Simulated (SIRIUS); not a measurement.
Write the native input for SIRIUS 7.12.0 that does the following.

```
Task                                        : single point
Functional                                  : PBEsol
Potentials or basis                         : PseudoDojo 0.4.1 PBEsol standard (scalar relativistic)
Cutoff                                      : 1388 eV
Density cutoff                              : 5552 eV
k mesh                                      : 8 × 8 × 8
Occupations                                 : fermi-dirac, width 0.05 eV
Spin                                        : no spin polarisation
Libxc names                                 : ["XC_GGA_X_PBE_SOL", "XC_GGA_C_PBE_SOL"]
Energy tol                                  : 1e-08 Ha
Density tol                                 : 1e-06
Mixer                                       : anderson
Mixing beta                                 : 0.7
Max scf                                     : 100
Radial cutoff for the potentials' integrals : 6.5 bohr
```

CdS (Hawleyite):

```xyz
2
Lattice="0.0000 2.9165 2.9165 2.9165 0.0000 2.9165 2.9165 2.9165 0.0000" Properties=species:S:1:pos:R:3 pbc="T T T"
Cd    0.0000    0.0000    0.0000
S     4.3748    4.3748    4.3748
```

One way to write it, as run:

sirius.json

```json
{
  "control": {
    "processing_unit": "cpu",
    "verbosity": 2,
    "num_bands_to_print": 21,
    "print_forces": true,
    "print_stress": true
  },
  "parameters": {
    "electronic_structure_method": "pseudopotential",
    "xc_functionals": ["XC_GGA_X_PBE_SOL", "XC_GGA_C_PBE_SOL"],
    "gk_cutoff": 10.1,
    "pw_cutoff": 20.2,
    "ngridk": [8, 8, 8],
    "shiftk": [0, 0, 0],
    "smearing": "fermi_dirac",
    "smearing_width": 0.0018374661,
    "num_bands": 21,
    "num_mag_dims": 0,
    "num_dft_iter": 100,
    "energy_tol": 1e-08,
    "density_tol": 1e-06
  },
  "iterative_solver": {
    "type": "davidson",
    "min_tolerance": 1e-10
  },
  "mixer": {
    "type": "anderson",
    "beta": 0.7,
    "max_history": 8
  },
  "settings": {
    "tol_ne": 1e-10,
    "pseudo_grid_cutoff": 6.5
  },
  "unit_cell": {
    "lattice_vectors": [
      [0.0, 5.511386242471, 5.511386242471],
      [5.511386242471, 0.0, 5.511386242471],
      [5.511386242471, 5.511386242471, 0.0]
    ],
    "atom_coordinate_units": "lattice",
    "atom_types": ["Cd", "S"],
    "atom_files": {
      "Cd": "Cd.json",
      "S": "S.json"
    },
    "atoms": {
      "Cd": [
        [0.0, 0.0, 0.0]
      ],
      "S": [
        [0.75, 0.75, 0.75]
      ]
    }
  }
}
```

Potentials or basis: PseudoDojo 0.4.1 PBEsol standard (scalar relativistic).

Command:

```console
$ upf_to_json Cd.upf
$ upf_to_json S.upf
$ OMP_NUM_THREADS=1 sirius.scf --input=sirius.json --output=out.json --task=0
```

It gave:

```json
{
  "Pressure": "-0.3 GPa",
  "Band gap on the k mesh": "1.00 eV"
}
```

It took 49 s on 1 thread of Intel(R) Xeon(R) 6975P-C (Granite Rapids), with other jobs on the host, peak memory 0.47 GiB.
